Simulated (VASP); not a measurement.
# CaSe (Fm-3m) in VASP: notebook, part 2 of 2

VASP 6.6.1. The steps go on from the part before.

### Step 3. Relaxation of the atoms, r2SCAN

This run uses another cell than the first one, of 26.12 Å³/atom.

POSCAR reads:

```
CaSe
1.0
    0.0000000000      2.9672271800      2.9672271800
    2.9672271800      0.0000000000      2.9672271800
    2.9672271800      2.9672271800      0.0000000000
Ca Se
1 1
Direct
    0.0000000000      0.0000000000      0.0000000000
    0.5000000000      0.5000000000      0.5000000000
```

INCAR.step1 reads:

```
PREC = Accurate ; ENCUT = 520
ISMEAR = -1 ; SIGMA = 0.02
LREAL = F ; LASPH = T
NELM = 100 ; GGA = PE
ALGO = Normal ; EDIFF = 1E-4
LWAVE = T ; LCHARG = F
```

INCAR.step2 reads:

```
PREC = Accurate ; ENCUT = 520
EDIFF = 1E-7 ; ISMEAR = -1
SIGMA = 0.02 ; LREAL = F
LASPH = T ; NELM = 100
ALGO = Normal ; ISIF = 2
LWAVE = F ; LCHARG = F
METAGGA = R2SCAN ; LMIXTAU = T
IBRION = 2 ; NSW = 50
EDIFFG = -0.01 ; ISTART = 1
```

KPOINTS reads:

```
regular mesh
0
Gamma
  8 8 8
```

Potentials or basis: VASP PAW PBE potentials, release 64 (Ca_sv, Se).

Command:

```
$ cat potpaw_PBE.64/Ca_sv/POTCAR potpaw_PBE.64/Se/POTCAR > POTCAR
$ cp INCAR.step1 INCAR
$ mpirun -np 1 vasp_std > vasp.out
$ cp INCAR.step2 INCAR
$ mpirun -np 1 vasp_std > vasp.out
```

OUTCAR:

```text
PREC = Accurate
   ENCUT = 520
   EDIFF = 1E-7
   ISMEAR = -1
   LREAL = F
   LASPH = T
   NELM = 100
   ISIF = 2
   METAGGA = R2SCAN
   IBRION = 2
   NSW = 50
   EDIFFG = -0.01
   ISTART = 1

 ion  position               nearest neighbor table
   1  0.000  0.000  0.000-   2 2.97   2 2.97   2 2.97   2 2.97   2 2.97   2 2.97
   2  0.500  0.500  0.500-   1 2.97   1 2.97   1 2.97   1 2.97   1 2.97   1 2.97

  LATTYP: Found a face centered cubic cell.
 ALAT       =     5.9344543600

  Lattice vectors:

 A1 = (   0.0000000000,   2.9672271800,   2.9672271800)
 A2 = (   2.9672271800,   0.0000000000,   2.9672271800)
 A3 = (   2.9672271800,   2.9672271800,   0.0000000000)

Analysis of symmetry for initial positions (statically):
=====================================================================
 Subroutine PRICEL returns:
 Original cell was already a primitive cell.

 Routine SETGRP: Setting up the symmetry group for a
 face centered cubic supercell.

 Subroutine GETGRP returns: Found 48 space group operations
 (whereof 48 operations were pure point group operations)
 out of a pool of 48 trial point group operations.

The static configuration has the point symmetry O_h .

Analysis of symmetry for dynamics (positions and initial velocities):
=====================================================================
 Subroutine PRICEL returns:
 Original cell was already a primitive cell.

 Routine SETGRP: Setting up the symmetry group for a
 face centered cubic supercell.

 Subroutine GETGRP returns: Found 48 space group operations
 (whereof 48 operations were pure point group operations)
 out of a pool of 48 trial point group operations.

The dynamic configuration has the point symmetry O_h .

 Subroutine INISYM returns: Found 48 space group operations
 (whereof 48 operations are pure point group operations),
 and found     1 'primitive' translations

----------------------------------------------------------------------------------------
[... 117 lines left out ...]
   LORBIT       =      0    0 simple, 1 ext, 2 COOP (PROOUT), +10 PAW based schemes
   METAGGA = R2SCAN    functional components
   LHFCALC =     F    Hartree Fock is set to
   AEXX    =    0.0000 exact exchange contribution
   IVDW    =     0    specifies the selected vdW correction
   LEPSILON=     F    determine dielectric tensor
   LRPA    =     F    only Hartree local field effects (RPA)
 conjugate gradient relaxation of ions
 non-spin polarized calculation
  energy-cutoff  :      520.00
  volume of cell :       52.25
 maximum number of plane-waves:      1424
   NGX = 15   NGY = 15   NGZ = 15

 number of electron      15.9999997 magnetization

 Free energy of the ion-electron system (eV)
  ---------------------------------------------------
  ext. energy  EPLUGINS =         0.00000000
  ---------------------------------------------------
  free energy    TOTEN  =       -25.97908606 eV

  energy without entropy =      -25.97908606  energy(sigma->0) =      -25.97908606

 E-fermi :   2.5432     XC(G=0):  -9.5368

 val. band max:        2.1166022243   @ k =   0.0000   0.0000   0.0000
 cond. band min:       4.6329659143   @ k =   0.5000   0.5000   0.0000
 fundamental gap:      2.5163636900
 Fermi energy:         2.5431646473

 k-point     1 :       0.0000    0.0000    0.0000
  band No.  band energies     occupation
      1     -39.2104      2.00000
      2     -19.3200      2.00000
      3     -19.3200      2.00000
      4     -19.3199      2.00000
      5     -10.0432      2.00000
      6       2.1166      2.00000
      7       2.1166      2.00000
      8       2.1166      2.00000
      9       6.1977      0.00000
     10       6.3468      0.00000
     11       6.3468      0.00000
     12       6.3468      0.00000
[... 331 lines left out ...]
 k-point    24 :      -0.3750    0.2500    0.1250
  band No.  band energies     occupation
      1     -39.2031      2.00000
      2     -19.4099      2.00000
      3     -19.3509      2.00000
      4     -19.3357      2.00000
      5      -9.3504      2.00000
      6      -0.6752      2.00000
      7       0.5128      2.00000
      8       0.9000      2.00000
      9       7.1479      0.00000
     10       7.4417      0.00000
     11       8.4296      0.00000
     12       8.7325      0.00000

 [... further k-points ...]
[... 5 lines left out ...]
  --------------------------------------------------------------------------------------
  -------------------------------------------------------------------------------------
  Total        0.0798464      0.0798464      0.0798464      0.0000000      0.0000000     -0.0000000
  in kB        2.4484074      2.4484074      2.4484074      0.0000000      0.0000000     -0.0000000
  external PRESSURE =       2.4484074 kB  Pullay stress =       0.0000000 kB

 VOLUME and BASIS-vectors are now :
 -----------------------------------------------------------------------------
  energy-cutoff  :      520.00
  volume of cell :       52.25
      direct lattice vectors                 reciprocal lattice vectors
     0.000000000  2.967227180  2.967227180    -0.168507489  0.168507489  0.168507489
     2.967227180  0.000000000  2.967227180     0.168507489 -0.168507489  0.168507489
     2.967227180  2.967227180  0.000000000     0.168507489  0.168507489 -0.168507489

 POSITION                                       TOTAL-FORCE (eV/Angst)
 -----------------------------------------------------------------------------------
      0.00000      0.00000      0.00000         0.000000     -0.000000     -0.000000
      2.96723      2.96723      2.96723        -0.000000      0.000000      0.000000
 -----------------------------------------------------------------------------------
    total drift:                                0.000000     -0.000000     -0.000000

  FREE ENERGIE OF THE ION-ELECTRON SYSTEM (eV)
  ---------------------------------------------------
  free  energy   TOTEN  =       -25.9790860639 eV

  energy  without entropy=      -25.9790860639  energy(sigma->0) =      -25.97908606

 reached required accuracy - stopping structural energy minimisation
```

Run time: 51 s. Hardware: 1 thread of AMD EPYC 9R45 (Zen 5), shared host; peak memory 0.16 GiB.

Results:

```yaml
Free_energy: -25.9791 eV
Pressure_after_relaxing: 0.2 GPa
Band_gap_on_the_k_mesh: 2.52 eV (least direct gap 3.46 eV)
```

Final structure:
```cif
data_structure
_symmetry_space_group_name_H-M 'P 1'
_symmetry_Int_Tables_number 1
_cell_length_a 4.1963
_cell_length_b 4.1963
_cell_length_c 4.1963
_cell_angle_alpha 60.000
_cell_angle_beta 60.000
_cell_angle_gamma 60.000
_cell_volume 52.25
loop_
_atom_site_label
_atom_site_type_symbol
_atom_site_fract_x
_atom_site_fract_y
_atom_site_fract_z
_atom_site_occupancy
Ca1 Ca 0.00000 0.00000 0.00000 1
Se1 Se 0.50000 0.50000 0.50000 1
```

Levels at points of the mesh, in eV from the valence-band top:
| k point | band 5 | band 6 | band 7 | band 8 | band 9 | band 10 | band 11 | band 12 |
| --- | --- | --- | --- | --- | --- | --- | --- | --- |
| (0.00, 0.00, 0.00) | -12.16 | 0.00 | 0.00 | 0.00 | 4.08 | 4.23 | 4.23 | 4.23 |
| (0.50, 0.00, 0.00) | -11.46 | -3.24 | -1.17 | -1.17 | 5.10 | 6.07 | 6.09 | 6.09 |
| (0.50, 0.50, 0.00) | -11.57 | -2.52 | -0.94 | -0.94 | 2.52 | 5.60 | 5.77 | 6.63 |

Caveat: the relaxation stopped at its first step, so nothing moved; the PAW data sets were made with another functional, which shifts forces and pressure a little.

### Step 4. Relaxation of the atoms, r2SCAN

This run uses another cell than the first one, of 26.65 Å³/atom.

POSCAR reads:

```
CaSe
1.0
    0.0000000000      2.9868782600      2.9868782600
    2.9868782600      0.0000000000      2.9868782600
    2.9868782600      2.9868782600      0.0000000000
Ca Se
1 1
Direct
    0.0000000000      0.0000000000      0.0000000000
    0.5000000000      0.5000000000      0.5000000000
```

INCAR.step1 reads:

```
SYSTEM = CaSe
PREC = Accurate
ENCUT = 520
ISMEAR = -1
SIGMA = 0.02
LREAL = .False.
LASPH = .True.
NELM = 100
GGA = PE
ALGO = Normal
EDIFF = 1E-4
LWAVE = .True.
LCHARG = .False.
```

INCAR.step2 reads:

```
SYSTEM = CaSe
PREC = Accurate
ENCUT = 520
EDIFF = 1E-6
ISMEAR = -1
SIGMA = 0.02
LREAL = .False.
LASPH = .True.
NELM = 100
ALGO = Normal
ISIF = 2
LWAVE = .False.
LCHARG = .False.
METAGGA = R2SCAN
LMIXTAU = .True.
IBRION = 2
NSW = 50
EDIFFG = -0.01
ISTART = 1
```

KPOINTS reads:

```
regular mesh
0
Gamma
  8 8 8
  0 0 0
```

Potentials or basis: VASP PAW PBE potentials, release 64 (Ca_sv, Se).

Command:

```
$ cat potpaw_PBE.64/Ca_sv/POTCAR potpaw_PBE.64/Se/POTCAR > POTCAR
$ cp INCAR.step1 INCAR
$ mpirun -np 1 vasp_std > vasp.out
$ cp INCAR.step2 INCAR
$ mpirun -np 1 vasp_std > vasp.out
```

OUTCAR:

```text
SYSTEM = CaSe
   PREC = Accurate
   ENCUT = 520
   EDIFF = 1E-6
   ISMEAR = -1
   LREAL = .False.
   LASPH = .True.
   NELM = 100
   ISIF = 2
   METAGGA = R2SCAN
   IBRION = 2
   NSW = 50
   EDIFFG = -0.01
   ISTART = 1

 ion  position               nearest neighbor table
   1  0.000  0.000  0.000-
   2  0.500  0.500  0.500-

  LATTYP: Found a face centered cubic cell.
 ALAT       =     5.9737565200

  Lattice vectors:

 A1 = (   0.0000000000,   2.9868782600,   2.9868782600)
 A2 = (   2.9868782600,   0.0000000000,   2.9868782600)
 A3 = (   2.9868782600,   2.9868782600,   0.0000000000)

Analysis of symmetry for initial positions (statically):
=====================================================================
 Subroutine PRICEL returns:
 Original cell was already a primitive cell.

 Routine SETGRP: Setting up the symmetry group for a
 face centered cubic supercell.

 Subroutine GETGRP returns: Found 48 space group operations
 (whereof 48 operations were pure point group operations)
 out of a pool of 48 trial point group operations.

The static configuration has the point symmetry O_h .

Analysis of symmetry for dynamics (positions and initial velocities):
=====================================================================
 Subroutine PRICEL returns:
 Original cell was already a primitive cell.

 Routine SETGRP: Setting up the symmetry group for a
 face centered cubic supercell.

 Subroutine GETGRP returns: Found 48 space group operations
 (whereof 48 operations were pure point group operations)
 out of a pool of 48 trial point group operations.

The dynamic configuration has the point symmetry O_h .

 Subroutine INISYM returns: Found 48 space group operations
 (whereof 48 operations are pure point group operations),
 and found     1 'primitive' translations

----------------------------------------------------------------------------------------

                                     Primitive cell
[... 114 lines left out ...]
  Thomas-Fermi vector in A             =   2.232531
   LORBIT       =      0    0 simple, 1 ext, 2 COOP (PROOUT), +10 PAW based schemes
   METAGGA = R2SCAN    functional components
   LHFCALC =     F    Hartree Fock is set to
   AEXX    =    0.0000 exact exchange contribution
   IVDW    =     0    specifies the selected vdW correction
   LEPSILON=     F    determine dielectric tensor
   LRPA    =     F    only Hartree local field effects (RPA)
 conjugate gradient relaxation of ions
 non-spin polarized calculation
  energy-cutoff  :      520.00
  volume of cell :       53.29
 maximum number of plane-waves:      1459
   NGX = 15   NGY = 15   NGZ = 15

 number of electron      15.9999997 magnetization

 Free energy of the ion-electron system (eV)
  ---------------------------------------------------
  ext. energy  EPLUGINS =         0.00000000
  ---------------------------------------------------
  free energy    TOTEN  =       -25.97759059 eV

  energy without entropy =      -25.97759059  energy(sigma->0) =      -25.97759059

 E-fermi :   2.4995     XC(G=0):  -9.4486

 val. band max:        1.9829386907   @ k =   0.0000   0.0000   0.0000
 cond. band min:       4.5442775554   @ k =   0.5000   0.5000   0.0000
 fundamental gap:      2.5613388648
 Fermi energy:         2.4994902123

 k-point     1 :       0.0000    0.0000    0.0000
  band No.  band energies     occupation
      1     -39.4080      2.00000
      2     -19.5136      2.00000
      3     -19.5136      2.00000
      4     -19.5136      2.00000
      5     -10.1083      2.00000
      6       1.9829      2.00000
      7       1.9829      2.00000
      8       1.9829      2.00000
      9       5.9501      0.00000
     10       6.2180      0.00000
     11       6.2181      0.00000
     12       6.2181      0.00000
[... 331 lines left out ...]
 k-point    24 :      -0.3750    0.2500    0.1250
  band No.  band energies     occupation
      1     -39.4014      2.00000
      2     -19.5953      2.00000
      3     -19.5419      2.00000
      4     -19.5280      2.00000
      5      -9.4487      2.00000
      6      -0.7449      2.00000
      7       0.4224      2.00000
      8       0.8041      2.00000
      9       6.9878      0.00000
     10       7.2780      0.00000
     11       8.2366      0.00000
     12       8.5183      0.00000

 [... further k-points ...]
[... 5 lines left out ...]
  --------------------------------------------------------------------------------------
  -------------------------------------------------------------------------------------
  Total       -0.2536378     -0.2536378     -0.2536378      0.0000000      0.0000000      0.0000000
  in kB       -7.6250383     -7.6250383     -7.6250383      0.0000000      0.0000000      0.0000000
  external PRESSURE =      -7.6250383 kB  Pullay stress =       0.0000000 kB

 VOLUME and BASIS-vectors are now :
 -----------------------------------------------------------------------------
  energy-cutoff  :      520.00
  volume of cell :       53.29
      direct lattice vectors                 reciprocal lattice vectors
     0.000000000  2.986878260  2.986878260    -0.167398855  0.167398855  0.167398855
     2.986878260  0.000000000  2.986878260     0.167398855 -0.167398855  0.167398855
     2.986878260  2.986878260  0.000000000     0.167398855  0.167398855 -0.167398855

 POSITION                                       TOTAL-FORCE (eV/Angst)
 -----------------------------------------------------------------------------------
      0.00000      0.00000      0.00000         0.000000      0.000000      0.000000
      2.98688      2.98688      2.98688        -0.000000     -0.000000     -0.000000
 -----------------------------------------------------------------------------------
    total drift:                                0.000000     -0.000000     -0.000000

  FREE ENERGIE OF THE ION-ELECTRON SYSTEM (eV)
  ---------------------------------------------------
  free  energy   TOTEN  =       -25.9775905877 eV

  energy  without entropy=      -25.9775905877  energy(sigma->0) =      -25.97759059

 reached required accuracy - stopping structural energy minimisation
```

OUTCAR.step1:

```text
SYSTEM = CaSe
   PREC = Accurate
   ENCUT = 520
   ISMEAR = -1
   LREAL = .False.
   LASPH = .True.
[... 580 lines left out ...]
      0.00000      0.00000      0.00000         0.000000      0.000000     -0.000000
      2.98688      2.98688      2.98688         0.000000      0.000000      0.000000
 -----------------------------------------------------------------------------------
    total drift:                                0.000000     -0.000000     -0.000000

  FREE ENERGIE OF THE ION-ELECTRON SYSTEM (eV)
  ---------------------------------------------------
  free  energy   TOTEN  =        -9.4858449266 eV

  energy  without entropy=       -9.4858449266  energy(sigma->0) =       -9.48584493
```

OSZICAR.step1:

```text
N       E                     dE             d eps       ncg     rms          rms(c)
DAV:   1     0.112625036724E+03    0.11263E+03   -0.77513E+03   696   0.123E+03
DAV:   2    -0.369366327324E+01   -0.11632E+03   -0.11176E+03   792   0.287E+02
DAV:   3    -0.929767508325E+01   -0.56040E+01   -0.55555E+01   888   0.595E+01
DAV:   4    -0.962977026609E+01   -0.33210E+00   -0.33161E+00  1212   0.128E+01
DAV:   5    -0.963156112035E+01   -0.17909E-02   -0.17906E-02   864   0.106E+00    0.426E+00
DAV:   6    -0.948756312646E+01    0.14400E+00   -0.30887E-01   876   0.290E+00    0.257E+00
DAV:   7    -0.948180406636E+01    0.57591E-02   -0.14125E-01  1080   0.245E+00    0.777E-01
DAV:   8    -0.948536385714E+01   -0.35598E-02   -0.14999E-02   844   0.102E+00    0.887E-02
DAV:   9    -0.948567939311E+01   -0.31554E-03   -0.10149E-03   912   0.291E-01    0.725E-02
DAV:  10    -0.948585042070E+01   -0.17103E-03   -0.34181E-04   872   0.156E-01    0.220E-02
DAV:  11    -0.948584492658E+01    0.54941E-05   -0.13507E-04   624   0.117E-01
   1 F= -.94858449E+01 E0= -.94858449E+01  d E =-.210882E-12
```

Wall time 45 s (1 thread of AMD EPYC 9R45 (Zen 5), shared host); peak memory 0.16 GiB.

Results:

```yaml
Free_energy: -25.9776 eV
Pressure_after_relaxing: -0.8 GPa
Band_gap_on_the_k_mesh: 2.56 eV (least direct gap 3.48 eV)
```

Final structure:
```cif
data_structure
_symmetry_space_group_name_H-M 'P 1'
_symmetry_Int_Tables_number 1
_cell_length_a 4.2241
_cell_length_b 4.2241
_cell_length_c 4.2241
_cell_angle_alpha 60.000
_cell_angle_beta 60.000
_cell_angle_gamma 60.000
_cell_volume 53.29
loop_
_atom_site_label
_atom_site_type_symbol
_atom_site_fract_x
_atom_site_fract_y
_atom_site_fract_z
_atom_site_occupancy
Ca1 Ca 0.00000 0.00000 0.00000 1
Se1 Se 0.50000 0.50000 0.50000 1
```

Caveat: the relaxation stopped at its first step, so nothing moved; the PAW data sets were made with another functional, which shifts forces and pressure a little.

### Step 5. Summary

| cell | gap on the mesh (eV) | pressure (GPa) |
| --- | --- | --- |
| atoms relaxed from a = 4.168 Å, angles 60.0°, 2 atoms | 2.47 | 1.4 |
| atoms relaxed from a = 4.196 Å, angles 60.0°, 2 atoms | 2.52 | 0.2 |
| atoms relaxed from a = 4.224 Å, angles 60.0°, 2 atoms | 2.56 | -0.8 |

Alike in all rows: task relaxation of the atoms; level r2SCAN; potentials or basis VASP PAW PBE potentials, release 64 (Ca_sv, Se); no spin polarisation; k mesh 8 × 8 × 8; cutoff (eV) 520; smearing fermi-dirac 0.02 eV.

Caveats: the relaxation stopped at its first step, so nothing moved; the PAW data sets were made with another functional, which shifts forces and pressure a little.

Absolute energies hang on the potentials; compare differences alone.

### Step 6. How close it comes

Step 3. A measured gap of CaSe is 3.85 eV (indirect; 2 K; a printed reference work, monograph, original work of 1988); the calculated 2.52 eV misses it by -1.33 eV. Spin-orbit coupling on Se is left out. The value is that of r2SCAN on a finite k mesh, which can miss the band edges, without temperature or zero-point motion.

Step 4. Measured gap of CaSe: 3.85 eV (indirect; 2 K; a printed reference work, monograph, original work of 1988). This calculation gives 2.56 eV (-1.29 eV). Spin-orbit coupling on Se is left out. The value is that of r2SCAN on a finite k mesh, which can miss the band edges, without temperature or zero-point motion.
